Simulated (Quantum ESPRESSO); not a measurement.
# ZnS (F-43m) in Quantum ESPRESSO: reference runs

How does ZnS come out in PBE? The cell is run as given and disturbed.

All numbers are computed with Quantum ESPRESSO 7.5; they aren't measurements. Logs are shortened: lines on timing, memory, paths and dates and some standing lists are left out, and cuts for length are marked.

**What was measured.**

“Electronic, vibrational, and thermodynamic properties of ZnS (zincblende and rocksalt structure)”, 2009, arxiv:0911.5022 quotes, for a bulk crystal of ZnS at 19 K: band gap 3.85 eV (direct).

The runs below are set against these values where they give the same quantity.

## (1) The structure

The structure is cubic, space group F-43m (No. 216). The conventional cell has a = 5.404 Å, b = 5.404 Å, c = 5.404 Å, α = 90.00°, β = 90.00°, γ = 90.00°. Zn (site symmetry -43m) is surrounded by 4 S at 2.34 Å. Around S (site symmetry -43m) lie 4 Zn at 2.34 Å.

## (2) Single point, PBE

The input, pw.in:

```
&CONTROL
  calculation = 'scf'
  prefix = 'pwscf'
  outdir = './tmp'
  pseudo_dir = './pseudo'
  tprnfor = .true.
  tstress = .true.
  disk_io = 'nowf'
/
&SYSTEM
  ibrav = 0
  nat = 2
  ntyp = 2
  ecutwfc = 55
  ecutrho = 440
  nbnd = 20
  occupations = 'smearing'
  smearing = 'fd'
  degauss = 0.00367493
/
&ELECTRONS
  conv_thr = 4d-10
  electron_maxstep = 120
  mixing_beta = 0.5
/
ATOMIC_SPECIES
Zn    65.3800 Zn_pbe_v1.uspp.F.UPF
S     32.0600 s_pbe_v1.4.uspp.F.UPF
CELL_PARAMETERS angstrom
   0.0000000000    2.7020000000    2.7020000000
   2.7020000000    0.0000000000    2.7020000000
   2.7020000000    2.7020000000    0.0000000000
ATOMIC_POSITIONS crystal
Zn     0.7500000000    0.7500000000    0.7500000000
S      0.0000000000    0.0000000000    0.0000000000
K_POINTS automatic
9 9 9 0 0 0
```

Potentials or basis: SSSP 1.3 efficiency PBE.

Launch:

```
$ OMP_NUM_THREADS=1 pw.x -in pw.in > pw.out
```

pw.out:

```text
This program is part of the open-source Quantum ESPRESSO suite
     for quantum simulation of materials; please cite
[... 6 lines left out ...]
     using ibrav=0 with symmetry is DISCOURAGED, use correct ibrav instead

     Subspace diagonalization in iterative solution of the eigenvalue problem:
     a serial algorithm will be used

     G-vector sticks info
     --------------------
     sticks:   dense  smooth     PW     G-vecs:    dense   smooth      PW
     Sum        1573     793    241                41391    14649    2445

     Using Slab Decomposition

     bravais-lattice index     =            0
     lattice parameter (alat)  =       7.2210  a.u.
     unit-cell volume          =     266.2457 (a.u.)^3
     number of atoms/cell      =            2
     number of atomic types    =            2
     number of electrons       =        26.00
     number of Kohn-Sham states=           20
     kinetic-energy cutoff     =      55.0000  Ry
     charge density cutoff     =     440.0000  Ry
     scf convergence threshold =      4.0E-10
     mixing beta               =       0.5000
     number of iterations used =            8  plain     mixing
     Exchange-correlation=  SLA  PW   PBX  PBC
                           (   1   4   3   4   0   0   0)

     celldm(1)=   7.221031  celldm(2)=   0.000000  celldm(3)=   0.000000
     celldm(4)=   0.000000  celldm(5)=   0.000000  celldm(6)=   0.000000

     crystal axes: (cart. coord. in units of alat)
               a(1) = (   0.000000   0.707107   0.707107 )
               a(2) = (   0.707107   0.000000   0.707107 )
               a(3) = (   0.707107   0.707107   0.000000 )

     reciprocal axes: (cart. coord. in units 2 pi/alat)
               b(1) = ( -0.707107  0.707107  0.707107 )
               b(2) = (  0.707107 -0.707107  0.707107 )
               b(3) = (  0.707107  0.707107 -0.707107 )

     PseudoPot. # 1 for Zn read from file:
     Zn_pbe_v1.uspp.F.UPF
     Pseudo is Ultrasoft, Zval = 20.0
     Generated by new atomic code, or converted to UPF format
     Using radial grid of  943 points,  6 beta functions with:
                l(1) =   0
                l(2) =   0
                l(3) =   1
                l(4) =   1
                l(5) =   2
                l(6) =   2
     Q(r) pseudized with  8 coefficients,  rinner =    1.100   1.100   1.100
                                                       1.100   1.100

     PseudoPot. # 2 for S  read from file:
     s_pbe_v1.4.uspp.F.UPF
     Pseudo is Ultrasoft + core correction, Zval =  6.0
     Generated by new atomic code, or converted to UPF format
     Using radial grid of  907 points,  6 beta functions with:
                l(1) =   0
                l(2) =   0
                l(3) =   1
                l(4) =   1
                l(5) =   2
                l(6) =   2
     Q(r) pseudized with  8 coefficients,  rinner =    1.300   1.300   1.300
                                                       1.300   1.300

     atomic species   valence    mass     pseudopotential
     Zn               20.00    65.38000     Zn( 1.00)
     S                 6.00    32.06000     S ( 1.00)

     24 Sym. Ops. (no inversion) found

   Cartesian axes

     site n.     atom                  positions (alat units)
         1        Zn     tau(   1) = (   1.0606602   1.0606602   1.0606602  )
         2        S      tau(   2) = (   0.0000000   0.0000000   0.0000000  )

     number of k points=    35  Fermi-Dirac smearing, width (Ry)=  0.0037
                       cart. coord. in units 2pi/alat
        k(    1) = (   0.0000000   0.0000000   0.0000000), wk =   0.0027435
        k(    2) = (   0.0785674   0.0785674  -0.0785674), wk =   0.0219479
        k(    3) = (   0.1571348   0.1571348  -0.1571348), wk =   0.0219479
        k(    4) = (   0.2357023   0.2357023  -0.2357023), wk =   0.0219479
        k(    5) = (   0.3142697   0.3142697  -0.3142697), wk =   0.0219479
        k(    6) = (   0.1571348   0.0000000   0.0000000), wk =   0.0164609
[... 27 lines left out ...]
        k(   34) = (  -0.0000000  -0.4714045   0.6285394), wk =   0.0658436
        k(   35) = (  -0.0785674  -0.3928371   0.7071068), wk =   0.0658436

     Dense  grid:    41391 G-vectors     FFT dimensions: (  50,  50,  50)

     Smooth grid:    14649 G-vectors     FFT dimensions: (  36,  36,  36)

     Initial potential from superposition of free atoms

     starting charge      25.9998, renormalised to      26.0000
     Starting wfcs are   17 randomized atomic wfcs +    3 random wfcs

     Self-consistent Calculation

     iteration #  1     ecut=    55.00 Ry     beta= 0.50
     Davidson diagonalization with overlap
     ethr =  1.00E-02,  avg # of iterations =  5.0

     Threshold (ethr) on eigenvalues was too large:
     Diagonalizing with lowered threshold

     Davidson diagonalization with overlap
     ethr =  4.11E-04,  avg # of iterations =  1.5

     total energy              =    -485.74213981 Ry
     estimated scf accuracy    <       0.10480437 Ry
[... 50 lines left out ...]
     iteration #  9     ecut=    55.00 Ry     beta= 0.50
     Davidson diagonalization with overlap
     ethr =  4.35E-11,  avg # of iterations =  2.0

     End of self-consistent calculation

          k = 0.0000 0.0000 0.0000 (  1837 PWs)   bands (ev):

  -118.1317 -72.3011 -72.3011 -72.3011  -6.3973   0.4153   0.4153   0.4153
     0.9159   0.9159   6.7486   6.7486   6.7486   8.8538  13.1182  13.1182
    13.1182  18.3752  18.3752  18.6242
[... 99 lines left out ...]
  -118.1317 -72.3012 -72.3011 -72.3011  -5.3882   0.5380   0.5934   0.8206
     0.9143   1.0139   2.3123   4.2037   5.6517  11.4411  13.1921  14.7463
    14.8254  17.7332  18.9614  21.5204

          k = 0.0000-0.3143 0.3143 (  1849 PWs)   bands (ev):

  -118.1317 -72.3012 -72.3011 -72.3011  -5.6218   0.5326   0.5452   0.5940
     0.8960   0.9631   3.1432   4.5801   6.0390  11.4895  13.5072  13.6217
    14.3392  16.8042  20.2298  20.9202

          k = 0.4714 0.0000 0.0000 (  1832 PWs)   bands (ev):
[... 25 lines left out ...]
  -118.1317 -72.3012 -72.3011 -72.3011  -5.1994   0.3846   0.7451   0.7451
     0.9890   1.0713   2.3534   4.5826   4.5826  10.2150  10.8745  17.4433
    18.2487  18.2487  20.1079  21.5530

          k = 0.0000-0.6285 0.6285 (  1812 PWs)   bands (ev):

  -118.1317 -72.3012 -72.3011 -72.3011  -5.1540   0.4210   0.7461   0.7615
     0.9814   1.1736   2.1825   4.2181   4.6135  10.4216  11.2215  17.1254
    17.9089  18.4942  20.0870  21.1975

          k = 0.3143 0.1571 0.0000 (  1849 PWs)   bands (ev):
[... 31 lines left out ...]
  -118.1317 -72.3012 -72.3012 -72.3011  -5.2329   0.5418   0.6431   0.8609
     0.9118   1.2185   2.0869   3.8422   4.9731  11.7299  12.9764  14.5226
    16.1672  17.3460  19.5712  21.7880

          k = 0.0000-0.3143 0.4714 (  1832 PWs)   bands (ev):

  -118.1317 -72.3012 -72.3012 -72.3011  -5.3532   0.5510   0.5922   0.7858
     0.9258   1.0270   2.5136   3.9935   5.3267  11.9744  12.9485  13.6778
    16.0821  17.2619  19.4321  22.0073

          k =-0.0786-0.5500 0.7071 (  1829 PWs)   bands (ev):
[... 13 lines left out ...]
  -118.1317 -72.3012 -72.3011 -72.3011  -5.1733   0.5455   0.6775   0.8398
     0.9025   1.2637   2.1948   3.8540   4.3770  12.3223  12.6498  14.2324
    15.7472  18.5218  20.2928  21.5656

     the Fermi energy is     7.9527 ev

!    total energy              =    -485.77228486 Ry
     estimated scf accuracy    <          2.6E-10 Ry
     smearing contrib. (-TS)   =      -0.00000000 Ry
     internal energy E=F+TS    =    -485.77228486 Ry

     The total energy is F=E-TS. E is the sum of the following terms:
     one-electron contribution =    -454.74606004 Ry
     hartree contribution      =     234.27073794 Ry
     xc contribution           =     -50.70164996 Ry
     ewald contribution        =    -214.59531280 Ry

     convergence has been achieved in   9 iterations

     Forces acting on atoms (cartesian axes, Ry/au):

     atom    1 type  1   force =    -0.00000000   -0.00000000   -0.00000000
     atom    2 type  2   force =     0.00000000    0.00000000    0.00000000

     Total force =     0.000000     Total SCF correction =     0.000000

     Computing stress (Cartesian axis) and pressure

          total   stress  (Ry/bohr**3)                   (kbar)     P=       16.66
   0.00011327  -0.00000000  -0.00000000           16.66       -0.00       -0.00
  -0.00000000   0.00011327   0.00000000           -0.00       16.66        0.00
   0.00000000   0.00000000   0.00011327            0.00        0.00       16.66

=------------------------------------------------------------------------------=
   JOB DONE.
=------------------------------------------------------------------------------=
```

Wall time 30 s (1 thread of Intel Xeon Platinum 8488C (Sapphire Rapids), shared host); peak memory 0.22 GiB.

What came out:

```yaml
Free_energy: -6609.2686 eV
Pressure: 1.7 GPa
Band_gap_on_the_k_mesh: 2.11 eV, direct
```

## (3) Single point, PBE (atoms moved at random, drawn with an rms of 0.05 Å)

Edit pw.in of step 2 so:

```diff
@@ -33,4 +33,4 @@
 ATOMIC_POSITIONS crystal
-Zn     0.7500000000    0.7500000000    0.7500000000
-S      0.0000000000    0.0000000000    0.0000000000
+Zn     0.7397190000    0.7437320000    0.7477960000
+S     -0.0090390000    0.0118540000   -0.0118510000
 K_POINTS automatic
```

Potentials or basis: SSSP 1.3 efficiency PBE.

Launch:

```
$ OMP_NUM_THREADS=1 pw.x -in pw.in > pw.out
```

pw.out:

```text
This program is part of the open-source Quantum ESPRESSO suite
     for quantum simulation of materials; please cite
         "P. Giannozzi et al., J. Phys.:Condens. Matter 21 395502 (2009);
         "P. Giannozzi et al., J. Phys.:Condens. Matter 29 465901 (2017);
         "P. Giannozzi et al., J. Chem. Phys. 152 154105 (2020);
     in publications or presentations arising from this work. More details at

     Subspace diagonalization in iterative solution of the eigenvalue problem:
     a serial algorithm will be used

     G-vector sticks info
     --------------------
     sticks:   dense  smooth     PW     G-vecs:    dense   smooth      PW
     Sum        1573     793    241                41391    14649    2445

     Using Slab Decomposition

     bravais-lattice index     =            0
     lattice parameter (alat)  =       7.2210  a.u.
     unit-cell volume          =     266.2457 (a.u.)^3
     number of atoms/cell      =            2
     number of atomic types    =            2
     number of electrons       =        26.00
     number of Kohn-Sham states=           20
     kinetic-energy cutoff     =      55.0000  Ry
     charge density cutoff     =     440.0000  Ry
     scf convergence threshold =      4.0E-10
     mixing beta               =       0.5000
     number of iterations used =            8  plain     mixing
     Exchange-correlation=  SLA  PW   PBX  PBC
                           (   1   4   3   4   0   0   0)

     celldm(1)=   7.221031  celldm(2)=   0.000000  celldm(3)=   0.000000
     celldm(4)=   0.000000  celldm(5)=   0.000000  celldm(6)=   0.000000

     crystal axes: (cart. coord. in units of alat)
               a(1) = (   0.000000   0.707107   0.707107 )
               a(2) = (   0.707107   0.000000   0.707107 )
               a(3) = (   0.707107   0.707107   0.000000 )

     reciprocal axes: (cart. coord. in units 2 pi/alat)
               b(1) = ( -0.707107  0.707107  0.707107 )
               b(2) = (  0.707107 -0.707107  0.707107 )
               b(3) = (  0.707107  0.707107 -0.707107 )

     PseudoPot. # 1 for Zn read from file:
     Zn_pbe_v1.uspp.F.UPF
     Pseudo is Ultrasoft, Zval = 20.0
     Generated by new atomic code, or converted to UPF format
     Using radial grid of  943 points,  6 beta functions with:
                l(1) =   0
                l(2) =   0
                l(3) =   1
                l(4) =   1
                l(5) =   2
                l(6) =   2
     Q(r) pseudized with  8 coefficients,  rinner =    1.100   1.100   1.100
                                                       1.100   1.100

     PseudoPot. # 2 for S  read from file:
     s_pbe_v1.4.uspp.F.UPF
     Pseudo is Ultrasoft + core correction, Zval =  6.0
     Generated by new atomic code, or converted to UPF format
     Using radial grid of  907 points,  6 beta functions with:
                l(1) =   0
                l(2) =   0
                l(3) =   1
                l(4) =   1
                l(5) =   2
                l(6) =   2
     Q(r) pseudized with  8 coefficients,  rinner =    1.300   1.300   1.300
                                                       1.300   1.300

     atomic species   valence    mass     pseudopotential
     Zn               20.00    65.38000     Zn( 1.00)
     S                 6.00    32.06000     S ( 1.00)

     No symmetry found

   Cartesian axes

     site n.     atom                  positions (alat units)
         1        Zn     tau(   1) = (   1.0546696   1.0518319   1.0489583  )
         2        S      tau(   2) = (   0.0000021  -0.0147715   0.0019905  )

     number of k points=   365  Fermi-Dirac smearing, width (Ry)=  0.0037

     Number of k-points >= 100: set verbosity='high' to print them.

     Dense  grid:    41391 G-vectors     FFT dimensions: (  50,  50,  50)

     Smooth grid:    14649 G-vectors     FFT dimensions: (  36,  36,  36)

     Initial potential from superposition of free atoms

     starting charge      25.9998, renormalised to      26.0000
     Starting wfcs are   17 randomized atomic wfcs +    3 random wfcs

     Self-consistent Calculation

     iteration #  1     ecut=    55.00 Ry     beta= 0.50
     Davidson diagonalization with overlap
     ethr =  1.00E-02,  avg # of iterations =  5.3

     Threshold (ethr) on eigenvalues was too large:
     Diagonalizing with lowered threshold

     Davidson diagonalization with overlap
     ethr =  4.14E-04,  avg # of iterations =  1.3

     total energy              =    -485.74109509 Ry
     estimated scf accuracy    <       0.10537400 Ry

     iteration #  2     ecut=    55.00 Ry     beta= 0.50
     Davidson diagonalization with overlap
     ethr =  4.05E-04,  avg # of iterations =  2.1

     total energy              =    -485.76559332 Ry
     estimated scf accuracy    <       0.02676426 Ry

     iteration #  3     ecut=    55.00 Ry     beta= 0.50
     Davidson diagonalization with overlap
     ethr =  1.03E-04,  avg # of iterations =  2.3

     total energy              =    -485.77122365 Ry
     estimated scf accuracy    <       0.00201482 Ry
[... 26 lines left out ...]
     total energy              =    -485.77143064 Ry
     estimated scf accuracy    <       0.00000005 Ry

     iteration #  8     ecut=    55.00 Ry     beta= 0.50
     Davidson diagonalization with overlap
     ethr =  1.96E-10,  avg # of iterations =  2.0

     total energy              =    -485.77143065 Ry
     estimated scf accuracy    <       0.00000001 Ry

     iteration #  9     ecut=    55.00 Ry     beta= 0.50
     Davidson diagonalization with overlap
     ethr =  3.86E-11,  avg # of iterations =  2.0

     End of self-consistent calculation

     Number of k-points >= 100: set verbosity='high' to print the bands.

     the Fermi energy is     7.9563 ev

!    total energy              =    -485.77143066 Ry
     estimated scf accuracy    <          2.6E-10 Ry
     smearing contrib. (-TS)   =      -0.00000000 Ry
     internal energy E=F+TS    =    -485.77143066 Ry

     The total energy is F=E-TS. E is the sum of the following terms:
     one-electron contribution =    -454.78726030 Ry
     hartree contribution      =     234.28660214 Ry
     xc contribution           =     -50.70217723 Ry
     ewald contribution        =    -214.56859526 Ry

     convergence has been achieved in   9 iterations

     Forces acting on atoms (cartesian axes, Ry/au):

     atom    1 type  1   force =     0.00631177   -0.00627765    0.01231103
     atom    2 type  2   force =    -0.00631177    0.00627765   -0.01231103

     Total force =     0.021485     Total SCF correction =     0.000002

     Computing stress (Cartesian axis) and pressure

          total   stress  (Ry/bohr**3)                   (kbar)     P=       18.01
   0.00012414  -0.00008628   0.00004339           18.26      -12.69        6.38
  -0.00008628   0.00012416  -0.00004363          -12.69       18.26       -6.42
   0.00004339  -0.00004363   0.00011895            6.38       -6.42       17.50

=------------------------------------------------------------------------------=
   JOB DONE.
=------------------------------------------------------------------------------=
```

Run time: 2.9 min. Hardware: 1 thread of Intel Xeon Platinum 8488C (Sapphire Rapids), shared host; peak memory 0.4 GiB.

What came out:

```
Free energy            : -6609.2570 eV
Pressure               : 1.8 GPa
Largest force          : 0.391 eV/Å
Band gap on the k mesh : 2.07 eV, direct
```

Forces on the atoms (eV/Å):
```
Zn   0.162 -0.161  0.317
S   -0.162  0.161 -0.317
```

## (4) How close it comes

Step 2. A measured gap of ZnS is 3.85 eV (direct; 19 K; quoted in “Electronic, vibrational, and thermodynamic properties of ZnS (zincblende and rocksalt structure)”, 2009, arxiv:0911.5022); the calculated 2.11 eV misses it by -1.74 eV. The value is that of PBE, without temperature or zero-point motion. Semilocal functionals fall short of measured gaps as a rule.
